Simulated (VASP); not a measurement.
# Nb (Im-3m) in VASP: a series of runs

The runs below take Nb through single point, with PBE.

All numbers are computed with VASP 6.6.1; they aren't measurements. Logs are shortened: lines on timing, memory, paths and dates and some standing lists are left out, and cuts for length are marked.

## (1) Starting point

The structure is cubic, space group Im-3m (No. 229). Conventional cell: a = 3.301 Å, b = 3.301 Å, c = 3.301 Å, α = 90.00°, β = 90.00°, γ = 90.00°. Nb (site symmetry m-3m) has 8 Nb at 2.86 Å as nearest neighbours.

## (2) Single point, PBE

Input file INCAR:

```
PREC = Accurate ; ENCUT = 520
EDIFF = 1E-6 ; ISMEAR = -1
SIGMA = 0.1 ; LREAL = False
LASPH = True ; NELM = 100
ALGO = Normal ; ISIF = 2
LWAVE = False ; LCHARG = True
GGA = PE ; LELF = True
LVHAR = True
```

Input file KPOINTS:

```
Automatic mesh
0
Gamma
  24 24 24
```

Input file POSCAR:

```
Nb
1.0
   -1.6505000000      1.6505000000      1.6505000000
    1.6505000000     -1.6505000000      1.6505000000
    1.6505000000      1.6505000000     -1.6505000000
Nb
1
Direct
    0.0000000000      0.0000000000      0.0000000000
```

Potentials or basis: VASP PAW PBE potentials, release 64 (Nb_sv).

The run is started by

```bash
$ cat potpaw_PBE.64/Nb_sv/POTCAR > POTCAR
$ mpirun -np 1 vasp_std > vasp.out
```

OUTCAR:

```text
PREC = Accurate
   ENCUT = 520
   EDIFF = 1E-6
   ISMEAR = -1
   LREAL = False
   LASPH = True
   NELM = 100
   ISIF = 2
   GGA = PE

 ion  position               nearest neighbor table
   1  0.000  0.000  0.000-

  LATTYP: Found a body centered cubic cell.
 ALAT       =     3.3010000000

  Lattice vectors:

 A1 = (  -1.6505000000,   1.6505000000,   1.6505000000)
 A2 = (   1.6505000000,  -1.6505000000,   1.6505000000)
 A3 = (   1.6505000000,   1.6505000000,  -1.6505000000)

Analysis of symmetry for initial positions (statically):
=====================================================================
 Subroutine PRICEL returns:
 Original cell was already a primitive cell.

 Routine SETGRP: Setting up the symmetry group for a
 body centered cubic supercell.

 Subroutine GETGRP returns: Found 48 space group operations
 (whereof 48 operations were pure point group operations)
 out of a pool of 48 trial point group operations.

The static configuration has the point symmetry O_h .

Analysis of symmetry for dynamics (positions and initial velocities):
=====================================================================
 Subroutine PRICEL returns:
 Original cell was already a primitive cell.

 Routine SETGRP: Setting up the symmetry group for a
 body centered cubic supercell.

 Subroutine GETGRP returns: Found 48 space group operations
 (whereof 48 operations were pure point group operations)
 out of a pool of 48 trial point group operations.

The dynamic configuration has the point symmetry O_h .

 Subroutine INISYM returns: Found 48 space group operations
 (whereof 48 operations are pure point group operations),
 and found     1 'primitive' translations

----------------------------------------------------------------------------------------

                                     Primitive cell

  volume of cell :      17.9848

  direct lattice vectors                    reciprocal lattice vectors
    -1.650500000  1.650500000  1.650500000     0.000000000  0.302938503  0.302938503
     1.650500000 -1.650500000  1.650500000     0.302938503  0.000000000  0.302938503
     1.650500000  1.650500000 -1.650500000     0.302938503  0.302938503  0.000000000

  length of vectors
     2.858749858  2.858749858  2.858749858     0.428419740  0.428419740  0.428419740

  position of ions in fractional coordinates (direct lattice)
     0.000000000  0.000000000  0.000000000

  ion indices of the primitive-cell ions
   primitive index   ion index
                 1           1

----------------------------------------------------------------------------------------

 KPOINTS: Automatic mesh

Automatic generation of k-mesh.
 Grid dimensions read from file:
 generate k-points for:   24   24   24

 Generating k-lattice:

  Cartesian coordinates                     Fractional coordinates (reciprocal lattice)
     0.000000000  0.012622438  0.012622438     0.041666667  0.000000000  0.000000000
     0.012622438  0.000000000  0.012622438     0.000000000  0.041666667  0.000000000
     0.012622438  0.012622438  0.000000000     0.000000000  0.000000000  0.041666667

  Length of vectors
     0.017850823  0.017850823  0.017850823

  Shift w.r.t. Gamma in fractional coordinates (k-lattice)
     0.000000000  0.000000000  0.000000000

 Subroutine IBZKPT returns following result:
 ===========================================

 Found    413 irreducible k-points:

 Following reciprocal coordinates:
            Coordinates               Weight
  0.000000  0.000000  0.000000      1.000000
  0.041667  0.000000  0.000000     12.000000
  0.083333  0.000000  0.000000     12.000000
  0.125000  0.000000  0.000000     12.000000
  0.166667  0.000000  0.000000     12.000000
  0.208333  0.000000  0.000000     12.000000
[... 16 lines left out ...]
  0.416667  0.041667  0.000000     48.000000
  0.458333  0.041667  0.000000     48.000000
 [... further k-points ...]
   k-points           NKPTS =    413   k-points in BZ     NKDIM =    413   number of bands    NBANDS=     10
   number of dos      NEDOS =    301   number of ions     NIONS =      1
   total plane-waves  NPLWV =  13824
   dimension x,y,z NGX =    24 NGY =   24 NGZ =   24
   dimension x,y,z NGXF=    48 NGYF=   48 NGZF=   48
   ions per type =               1
   NGX,Y,Z   is equivalent  to a cutoff of  13.96, 13.96, 13.96 a.u.
   NGXF,Y,Z  is equivalent  to a cutoff of  27.91, 27.91, 27.91 a.u.
 SYSTEM =  unknown system
   PREC   = accura    normal or accurate (medium, high low for compatibility)
   ISTART =      0    job   : 0-new  1-cont  2-samecut
   ICHARG =      2    charge: 1-file 2-atom 10-const
   ISPIN  =      1    spin polarized calculation?
   LNONCOLLINEAR =      F non collinear calculations
   LSORBIT =      F    spin-orbit coupling
   LASPH  =      T    aspherical Exc in radial PAW
   ENCUT  =  520.0 eV  38.22 Ry    6.18 a.u.   5.32  5.32  5.32*2*pi/ulx,y,z
   NELM   =    100;   NELMIN=  2; NELMDL= -5     # of ELM steps
   EDIFF  = 0.1E-05   stopping-criterion for ELM
   LREAL  =      F    real-space projection
   EDIFFG = 0.1E-04   stopping-criterion for IOM
   NSW    =      0    number of steps for IOM
   IBRION =     -1    ionic relax: 0-MD 1-quasi-New 2-CG
   NFREE  =      0    steps in history (QN), initial steepest desc. (CG)
   ISIF   =      2    stress and relaxation
   ISYM   =      2    0-nonsym 1-usesym 2-fastsym
   POTIM  = 0.5000    time-step for ionic-motion
   TEBEG  =    0.0;   TEEND  =   0.0 temperature during run
   PSTRESS=    0.0 pullay stress
   NELECT =      13.0000    total number of electrons
   NUPDOWN=      -1.0000    fix difference up-down
   EMIN   =  10.00;   EMAX   =-10.00  energy-range for DOS
   EFERMI =   0.00;   METHOD = LEGACY
   ISMEAR =    -1;   SIGMA  =   0.10  broadening in eV -4-tet -1-fermi 0-gaus
   EFERMI_NEDOS =   21; number of points for ismear=-14 and -15
   IALGO  =     38    algorithm
   IMIX   =      4    mixing-type and parameters
     AMIX     =   0.40;   BMIX     =  1.00
     AMIX_MAG =   1.60;   BMIX_MAG =  1.00
  volume/ion in A,a.u.               =      17.98       121.37
  Fermi-wavevector in a.u.,A,eV,Ry     =   1.469221  2.776425 29.369672  2.158610
  Thomas-Fermi vector in A             =   2.584624
   LORBIT       =      0    0 simple, 1 ext, 2 COOP (PROOUT), +10 PAW based schemes
   GGA     = PE    functional components
   LHFCALC =     F    Hartree Fock is set to
   AEXX    =    0.0000 exact exchange contribution
   IVDW    =     0    specifies the selected vdW correction
   LEPSILON=     F    determine dielectric tensor
   LRPA    =     F    only Hartree local field effects (RPA)
 non-spin polarized calculation
  energy-cutoff  :      520.00
  volume of cell :       17.98
 maximum number of plane-waves:       498
 NGX is ok and might be reduce to    24
   NGX = 11   NGY = 11   NGZ = 11

 number of electron      13.0000000 magnetization

 Free energy of the ion-electron system (eV)
  ---------------------------------------------------
  ext. energy  EPLUGINS =         0.00000000
  ---------------------------------------------------
  free energy    TOTEN  =       -10.24041444 eV

  energy without entropy =      -10.19202780  energy(sigma->0) =      -10.21622112

 E-fermi :  11.2193     XC(G=0): -12.5075

 val. band max:       11.2165629867   @ k =   0.2917   0.1250  -0.0000
 cond. band min:      11.2270419325   @ k =  -0.2083   0.2083   0.1250
 fundamental gap:      0.0104789458
 Fermi energy:        11.2192604152

 k-point     1 :       0.0000    0.0000    0.0000
  band No.  band energies     occupation
      1     -43.1624      2.00000
      2     -18.4565      2.00000
      3     -18.4565      2.00000
      4     -18.4565      2.00000
      5       5.2513      2.00000
      6      11.5682      0.05926
      7      11.5682      0.05926
      8      11.5682      0.05926
      9      14.4827      0.00000
     10      14.4827      0.00000

 k-point     2 :       0.0417    0.0000    0.0000
  band No.  band energies     occupation
      1     -43.1583      2.00000
      2     -18.4817      2.00000
      3     -18.4642      2.00000
      4     -18.4568      2.00000
      5       5.3238      2.00000
      6      11.5230      0.09153
      7      11.5584      0.06514
      8      11.6369      0.03023
      9      14.4099      0.00000
     10      14.4824      0.00000

 k-point     3 :       0.0833    0.0000    0.0000
  band No.  band energies     occupation
      1     -43.1462      2.00000
      2     -18.5550      2.00000
      3     -18.4864      2.00000
      4     -18.4574      2.00000
      5       5.5362      2.00000
      6      11.3938      0.29717
      7      11.5214      0.09292
      8      11.8421      0.00394
      9      14.2289      0.00000
     10      14.4841      0.00000

 k-point     4 :       0.1250    0.0000    0.0000
  band No.  band energies     occupation
      1     -43.1269      2.00000
      2     -18.6701      2.00000
      3     -18.5217      2.00000
      4     -18.4584      2.00000
      5       5.8716      2.00000
      6      11.1973      1.10917
      7      11.4390      0.19988
      8      12.1793      0.00014
      9      14.0281      0.00000
     10      14.4933      0.00000
[... 222 lines left out ...]
 k-point    22 :       0.3750    0.0417    0.0000
  band No.  band energies     occupation
      1     -42.9401      2.00000
      2     -19.6830      2.00000
      3     -18.8489      2.00000
      4     -18.4778      2.00000
      5       7.6357      2.00000
      6       9.7204      2.00000
      7      12.3565      0.00002
      8      14.4580      0.00000
      9      15.0953      0.00000
     10      16.6707      0.00000

 k-point    23 :       0.4167    0.0417    0.0000
  band No.  band energies     occupation
      1     -42.9238      2.00000
      2     -19.7647      2.00000
      3     -18.8769      2.00000
      4     -18.4788      2.00000
      5       7.5707      2.00000
      6       9.6146      2.00000
      7      12.9015      0.00000
      8      14.5120      0.00000
      9      15.2151      0.00000
     10      17.2815      0.00000

 k-point    24 :       0.4583    0.0417    0.0000
  band No.  band energies     occupation
      1     -42.9153      2.00000
      2     -19.8068      2.00000
      3     -18.8913      2.00000
      4     -18.4793      2.00000
      5       7.5287      2.00000
      6       9.5609      2.00000
      7      13.2562      0.00000
      8      14.4941      0.00000
      9      15.2956      0.00000
     10      17.6348      0.00000

 [... further k-points ...]
[... 5 lines left out ...]
  --------------------------------------------------------------------------------------
  -------------------------------------------------------------------------------------
  Total        0.1456711      0.1456711      0.1456711      0.0000000      0.0000000      0.0000000
  in kB       12.9770928     12.9770928     12.9770928      0.0000000      0.0000000      0.0000000
  external PRESSURE =      12.9770928 kB  Pullay stress =       0.0000000 kB

 VOLUME and BASIS-vectors are now :
 -----------------------------------------------------------------------------
  energy-cutoff  :      520.00
  volume of cell :       17.98
      direct lattice vectors                 reciprocal lattice vectors
    -1.650500000  1.650500000  1.650500000     0.000000000  0.302938503  0.302938503
     1.650500000 -1.650500000  1.650500000     0.302938503  0.000000000  0.302938503
     1.650500000  1.650500000 -1.650500000     0.302938503  0.302938503  0.000000000

 POSITION                                       TOTAL-FORCE (eV/Angst)
 -----------------------------------------------------------------------------------
      0.00000      0.00000      0.00000        -0.000000      0.000000     -0.000000
 -----------------------------------------------------------------------------------
    total drift:                                0.000000      0.000000     -0.000000

  FREE ENERGIE OF THE ION-ELECTRON SYSTEM (eV)
  ---------------------------------------------------
  free  energy   TOTEN  =       -10.2404144402 eV

  energy  without entropy=      -10.1920277987  energy(sigma->0) =      -10.21622112
```

Run time: 49 s. Hardware: 1 thread of Intel Xeon Platinum 8375C at 2.90GHz (Ice Lake), shared host; peak memory 0.2 GiB.

Results:

- Free energy: -10.2404 eV
- Pressure: 1.3 GPa
- Band gap on the k mesh: none (metal or under the smearing width)

## (3) Single point, PBE

INCAR is that of step 2.

Input file KPOINTS:

```
Automatic mesh
0
Gamma
  36 36 36
```

POSCAR is that of step 2.

Potentials or basis: VASP PAW PBE potentials, release 64 (Nb_sv).

The run is started by

```bash
$ cat potpaw_PBE.64/Nb_sv/POTCAR > POTCAR
$ mpirun -np 1 vasp_std > vasp.out
```

Run time: 2 min. Hardware: 1 thread of Intel Xeon Platinum 8375C at 2.90GHz (Ice Lake), shared host; peak memory 0.34 GiB.

Results (log left out):

```
Free energy            : -10.2406 eV
Pressure               : 1.3 GPa
Band gap on the k mesh : none (metal or under the smearing width)
```

Levels at points of the mesh, in eV from the Fermi level:
```
           k point  band 4  band 5  band 6  band 7  band 8  band 9  band 10
(0.00, 0.00, 0.00)  -29.67   -5.97    0.35    0.35    0.35    3.27     3.27
(0.50, 0.00, 0.00)  -29.69   -3.74   -1.68    2.27    3.30    3.98     6.37
(0.50, 0.50, 0.50)  -30.61   -3.74   -3.74    5.60    5.60    5.60     9.07
```
